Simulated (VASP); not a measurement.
# MgH6 (P-6m2) in VASP: further runs, part 2 of 2

VASP 6.6.1.

### Step 3. Relaxation of cell and atoms, PBE (random cell by space group and Wyckoff sites (P-6m2, No. 187))

File INCAR:

```
PREC = Accurate
ENCUT = 600
EDIFF = 1E-7
ISMEAR = 0
SIGMA = 0.1
LREAL = False
LASPH = True
NELM = 100
ALGO = Fast
ISIF = 3
LWAVE = False
LCHARG = False
GGA = PE
IBRION = 2
NSW = 100
EDIFFG = -0.01
```

File KPOINTS:

```
Automatic mesh
0
Gamma
  12 12 10
```

File POSCAR:

```
MgH6
1.0
    4.2568122745      0.0000000000      0.0000000000
   -2.1284061372      3.6865075688      0.0000000000
    0.0000000000      0.0000000000      3.7705008210
Mg H
1 6
Direct
    0.0000000000      0.0000000000      0.0000000000
    0.6666666667      0.3333333333      0.6016437203
    0.6666666667      0.3333333333      0.3983562797
    0.0000000000      0.0000000000      0.5000000000
    0.4347525895      0.5652474105      0.0000000000
    0.4347525895      0.8695051790      0.0000000000
    0.1304948210      0.5652474105      0.0000000000
```

Potentials or basis: VASP PAW PBE potentials, release 64 (Mg, H).

Command:

```console
cat potpaw_PBE.64/Mg/POTCAR potpaw_PBE.64/H/POTCAR > POTCAR
mpirun -np 1 vasp_std > vasp.out
```

OUTCAR:

```text
PREC = Accurate
   ENCUT = 600
   EDIFF = 1E-7
   ISMEAR = 0
   LREAL = False
   LASPH = True
   NELM = 100
   ISIF = 3
   GGA = PE
   IBRION = 2
   NSW = 100
   EDIFFG = -0.01

 ion  position               nearest neighbor table
   1  0.000  0.000  0.000-   4 1.89   4 1.89   7 2.18   7 2.18   5 2.18   6 2.18   5 2.18   6 2.18

   2  0.667  0.333  0.602-   3 0.77
   3  0.667  0.333  0.398-   2 0.77
   4  0.000  0.000  0.500-   1 1.89   1 1.89
   5  0.435  0.565  0.000-   1 2.18   1 2.18
   6  0.435  0.870  0.000-   1 2.18   1 2.18
   7  0.130  0.565  0.000-   1 2.18   1 2.18

  LATTYP: Found a hexagonal cell.
 ALAT       =     4.2568122745
 C/A-ratio  =     0.8857568946

  Lattice vectors:

 A1 = (   4.2568122745,   0.0000000000,   0.0000000000)
 A2 = (  -2.1284061372,   3.6865075688,   0.0000000000)
 A3 = (   0.0000000000,   0.0000000000,   3.7705008210)

Analysis of symmetry for initial positions (statically):
=====================================================================
 Subroutine PRICEL returns:
 Original cell was already a primitive cell.

 Routine SETGRP: Setting up the symmetry group for a
 hexagonal supercell.

 Subroutine GETGRP returns: Found 12 space group operations
 (whereof 12 operations were pure point group operations)
 out of a pool of 24 trial point group operations.

The static configuration has the point symmetry D_3h.

Analysis of symmetry for dynamics (positions and initial velocities):
=====================================================================
 Subroutine PRICEL returns:
 Original cell was already a primitive cell.

 Routine SETGRP: Setting up the symmetry group for a
 hexagonal supercell.

 Subroutine GETGRP returns: Found 12 space group operations
[... 139 lines left out ...]
   LHFCALC =     F    Hartree Fock is set to
   AEXX    =    0.0000 exact exchange contribution
   IVDW    =     0    specifies the selected vdW correction
   LEPSILON=     F    determine dielectric tensor
   LRPA    =     F    only Hartree local field effects (RPA)
 conjugate gradient relaxation of ions
 non-spin polarized calculation
 RMM-DIIS sequential band-by-band and
 Gauss-broadening in eV      SIGMA  =   0.10
  energy-cutoff  :      600.00
  volume of cell :       59.17
 maximum number of plane-waves:      2019
 NGX is ok and might be reduce to    36
   NGX = 17   NGY = 17   NGZ = 15

--------------------------------------- Ionic step        1  -------------------------------------------

 number of electron       8.0000003 magnetization

 Free energy of the ion-electron system (eV)
  ---------------------------------------------------
  ext. energy  EPLUGINS =         0.00000000
  ---------------------------------------------------
  free energy    TOTEN  =       -17.69449959 eV

  energy without entropy =      -17.68366764  energy(sigma->0) =      -17.68908362

------------------------ aborting loop because EDIFF is reached ----------------------------------------

  FORCE on cell =-STRESS in cart. coord.  units (eV):
  Direction    XX          YY          ZZ          XY          YZ          ZX
  --------------------------------------------------------------------------------------
  -------------------------------------------------------------------------------------
  Total        0.0057907      0.0057907      0.1267455      0.0000000     -0.0000000      0.0000000
  in kB        0.1568000      0.1568000      3.4319774      0.0000000     -0.0000000      0.0000000
  external PRESSURE =       1.2485258 kB  Pullay stress =       0.0000000 kB
[... 151 lines left out ...]
--------------------------------------- Ionic step        5  -------------------------------------------

 number of electron       8.0000003 magnetization

 Free energy of the ion-electron system (eV)
  ---------------------------------------------------
  ext. energy  EPLUGINS =         0.00000000
  ---------------------------------------------------
  free energy    TOTEN  =       -17.69574483 eV

  energy without entropy =      -17.68546347  energy(sigma->0) =      -17.69060415

 E-fermi :  -0.2907     XC(G=0):  -7.8580

 val. band max:       -0.2975431124   @ k =   0.3333  -0.0000   0.0000
 cond. band min:      -0.2854546910   @ k =   0.3333   0.1667   0.3000
 fundamental gap:      0.0120884214
 Fermi energy:        -0.2907291184

 k-point     1 :       0.0000    0.0000    0.0000
  band No.  band energies     occupation
      1      -9.8282      2.00000
      2      -5.5814      2.00000
      3      -2.0985      2.00000
      4       0.4155      0.00000
      5       0.4155      0.00000
      6       3.9588      0.00000
      7       4.8671      0.00000
      8       4.8671      0.00000
[... 243 lines left out ...]
 k-point    24 :       0.3333   -0.0000    0.1000
  band No.  band energies     occupation
      1      -8.9675      2.00000
      2      -6.3792      2.00000
      3      -3.3070      2.00000
      4      -0.2560      0.62360
      5      -0.1807      0.11956
      6       4.8635      0.00000
      7       6.2570      0.00000
      8       7.1976      0.00000

 [... further k-points ...]
[... 5 lines left out ...]
  --------------------------------------------------------------------------------------
  -------------------------------------------------------------------------------------
  Total       -0.0272816     -0.0272816      0.0430835     -0.0000000      0.0000000      0.0000000
  in kB       -0.7331567     -0.7331567      1.1578135     -0.0000000      0.0000000      0.0000000
  external PRESSURE =      -0.1028333 kB  Pullay stress =       0.0000000 kB
[... 22 lines left out ...]
  FREE ENERGIE OF THE ION-ELECTRON SYSTEM (eV)
  ---------------------------------------------------
  free  energy   TOTEN  =       -17.6957448296 eV

  energy  without entropy=      -17.6854634687  energy(sigma->0) =      -17.69060415

 reached required accuracy - stopping structural energy minimisation
```

OSZICAR:

```text
N       E                     dE             d eps       ncg     rms          rms(c)
DAV:   1     0.191748974634E+01    0.19175E+01   -0.35270E+03  1832   0.856E+02
DAV:   2    -0.179518980318E+02   -0.19869E+02   -0.19678E+02  2488   0.907E+01
[... 37 lines left out ...]
DAV:   1    -0.176958167638E+02   -0.62639E-03   -0.21127E-02  1880   0.121E+00    0.673E-02
RMM:   2    -0.176957500860E+02    0.66678E-04   -0.39994E-04  1824   0.191E-01    0.370E-02
RMM:   3    -0.176957430819E+02    0.70041E-05   -0.79812E-05  1824   0.691E-02    0.111E-02
RMM:   4    -0.176957444986E+02   -0.14167E-05   -0.71909E-06  1824   0.272E-02    0.259E-03
RMM:   5    -0.176957447494E+02   -0.25081E-06   -0.11072E-06  1819   0.106E-02    0.102E-03
RMM:   6    -0.176957448296E+02   -0.80151E-07   -0.21152E-07  1436   0.418E-03
   5 F= -.17695745E+02 E0= -.17690604E+02  d E =-.904225E-03
```

CONTCAR:

```text
MgH6
   1.00000000000000
     4.2574232583259670    0.0000000000000083    0.0000000000000000
    -2.1287116291129693    3.6870366963145607   -0.0000000000000000
     0.0000000000000000   -0.0000000000000000    3.7980335577425768
  Mg              H
     1     6
Direct
     0.0000000000000000    0.0000000000000000    0.0000000000000000
     0.6666666667000030    0.3333333332999970    0.6001700646987068
     0.6666666667000030    0.3333333332999970    0.3998299353012932
     0.0000000000000000    0.0000000000000000    0.5000000000000000
     0.4348487838173370    0.5651512161826631    0.0000000000000000
     0.4348487838173370    0.8696975676346741    0.0000000000000000
     0.1303024323653258    0.5651512161826631    0.0000000000000000

  0.00000000E+00  0.00000000E+00  0.00000000E+00
  0.00000000E+00  0.00000000E+00  0.00000000E+00
  0.00000000E+00  0.00000000E+00  0.00000000E+00
  0.00000000E+00  0.00000000E+00  0.00000000E+00
  0.00000000E+00  0.00000000E+00  0.00000000E+00
  0.00000000E+00  0.00000000E+00  0.00000000E+00
  0.00000000E+00  0.00000000E+00  0.00000000E+00
```

Run time: 1.9 min. Hardware: 1 thread of AMD EPYC 9R45 (Zen 5), shared host; peak memory 0.22 GiB.

Results:

```yaml
Free_energy: -17.6957 eV
Relaxed_volume: 8.52 Å³/atom
Relaxed_cell: a = 4.257 Å, b = 4.257 Å, c = 3.798 Å, α = 90.00°, β = 90.00°, γ = 120.00°
Space_group_after_relaxing_to_0.05_Å: P-6m2 (No. 187)
Energy_gained_by_relaxing: 0.2 meV/atom
Ionic_steps: 5
Pressure_after_relaxing: 0.0 GPa
Largest_force_after_relaxing: 0.007 eV/Å
Band_gap_on_the_k_mesh: none (metal or under the smearing width)
```

Forces on the atoms (eV/Å):
```
Mg   0.000  0.000  0.000
H    0.000  0.000  0.007
H    0.000  0.000 -0.007
H    0.000  0.000  0.000
H    0.002 -0.001  0.000
H    0.000  0.002  0.000
H   -0.002 -0.001  0.000
```

Stress tensor (GPa, compression positive):
```
-0.07  0.00  0.00
 0.00 -0.07  0.00
 0.00  0.00  0.12
```

The path:
| step | energy change (eV) | largest force (eV/Å) | pressure (GPa) | volume (Å³) |
| --- | --- | --- | --- | --- |
| 1 | 0.0000 | 0.1184 | 0.12 | 59.17 |
| 2 | 0.0001 | 0.1853 | 0.34 | 59.23 |
| 3 | -0.0003 | 0.0188 | 0.22 | 59.20 |
| 4 | -0.0007 | 0.0153 | 0.16 | 59.30 |
| 5 | -0.0012 | 0.0071 | -0.01 | 59.62 |

Final structure:
```
Mg H
1.0
     4.25742    0.00000    0.00000
    -2.12871    3.68704    0.00000
     0.00000    0.00000    3.79803
Mg H
1 6
Direct
  0.00000 0.00000 0.00000
  0.66667 0.33333 0.60017
  0.66667 0.33333 0.39983
  0.00000 0.00000 0.50000
  0.43485 0.56515 0.00000
  0.43485 0.86970 0.00000
  0.13030 0.56515 0.00000
```

Levels at points of the mesh, in eV from the Fermi level:
```
           k point  band 1  band 2  band 3  band 4  band 5  band 6  band 7  band 8
(0.00, 0.00, 0.00)   -9.54   -5.29   -1.81    0.71    0.71    4.25    5.16    5.16
(0.50, 0.00, 0.00)   -8.24   -6.63   -3.41   -0.18    0.42    6.31    6.73    7.28
(0.00, 0.00, 0.50)   -8.61   -6.52   -1.63    1.03    1.03    2.73    6.72    6.72
(0.50, 0.00, 0.50)   -7.89   -5.89   -2.63   -2.48    0.34    3.43    4.32    6.74
```

### Step 4. Single point, PBE (random cell by space group and Wyckoff sites (P-6m2, No. 187))

File INCAR:

```
SYSTEM = MgH6
  PREC = Accurate
  ENCUT = 520
  EDIFF = 1E-7
  ISMEAR = 0
  SIGMA = 0.1
  LREAL = .False.
  LASPH = .True.
  NELM = 100
  ALGO = Normal
  ISIF = 2
  LWAVE = .False.
  LCHARG = .False.
  GGA = PE
  NBANDS = 13
```

File KPOINTS:

```
regular mesh
0
Gamma
  6 6 4
  0 0 0
```

File POSCAR:

```
MgH6
1.0
    3.2227976400      0.0000000000      0.0000000000
   -1.6113988200      2.7910246300      0.0000000000
    0.0000000000      0.0000000000      6.2106931700
Mg H
1 6
Direct
    0.0000000000      0.0000000000      0.0000000000
    0.6666666700      0.3333333300      0.7122620700
    0.6666666700      0.3333333300      0.2877379300
    0.0000000000      0.0000000000      0.5000000000
    0.5230787300      0.4769212700      0.0000000000
    0.5230787300      0.0461574700      0.0000000000
    0.9538425300      0.4769212700      0.0000000000
```

Command:

```console
cat potpaw_PBE.64/Mg/POTCAR potpaw_PBE.64/H/POTCAR > POTCAR
mpirun -np 1 vasp_std > vasp.out
```

Wall time 12 s (1 thread of AMD EPYC 9R45 (Zen 5), shared host); peak memory 0.14 GiB.

The run converged. Its results:

```yaml
Free_energy: -11.4952 eV
Pressure: 13.2 GPa
Largest_force: 0.460 eV/Å
Band_gap_on_the_k_mesh: none (metal or under the smearing width)
```

Forces in eV/Å, atoms in the order of the input:
```
Mg   0.000  0.000  0.000
H    0.000  0.000 -0.083
H    0.000  0.000  0.083
H    0.000  0.000  0.000
H   -0.398  0.230  0.000
H    0.000 -0.460  0.000
H    0.398  0.230  0.000
```

Stress tensor (GPa, compression positive):
```
 25.94   0.00   0.00
  0.00  25.94   0.00
  0.00   0.00 -12.31
```

Levels at points of the mesh, in eV from the Fermi level:
| k point | band 1 | band 2 | band 3 | band 4 | band 5 | band 6 | band 7 | band 8 | band 9 |
| --- | --- | --- | --- | --- | --- | --- | --- | --- | --- |
| (0.00, 0.00, 0.00) | -11.42 | -4.12 | -3.29 | 1.90 | 1.90 | 2.94 | 7.91 | 8.83 | 11.45 |
| (0.50, 0.00, 0.00) | -8.62 | -4.93 | -1.27 | -1.10 | 0.59 | 1.12 | 4.45 | 6.94 | 8.71 |
| (0.00, 0.00, 0.50) | -11.40 | -5.15 | -0.88 | 0.86 | 1.90 | 1.90 | 7.60 | 8.86 | 11.51 |
| (0.50, 0.00, 0.50) | -8.60 | -4.90 | -2.30 | -0.23 | 0.98 | 1.12 | 5.56 | 5.92 | 8.30 |

Caveat: the k mesh is coarse (spacing up to 0.38 Å⁻¹), so the values aren't converged.

### Step 5. The runs side by side

```csv
task,cell,k mesh,cutoff (eV),mesh quality,gap on the mesh (eV),pressure (GPa),largest force (eV/Å)
single point,"random cell by space group and Wyckoff sites (P-6m2, No. 187)",12 × 12 × 10,520,not flagged,none,-0.3,-
relaxation of cell and atoms,"relaxed from: random cell by space group and Wyckoff sites (P-6m2, No. 187)",12 × 12 × 10,600,not flagged,none,0.0,0.01
single point,"random cell by space group and Wyckoff sites (P-6m2, No. 187)",6 × 6 × 4,520,coarse,none,13.2,0.46
```

Alike in all rows: level PBE; potentials or basis VASP PAW PBE potentials, release 64 (Mg, H); no spin polarisation; smearing gaussian 0.1 eV.

Caveats: some runs use coarse meshes.

Total energies depend on the potentials used, so only differences within one code and one set of settings carry meaning.
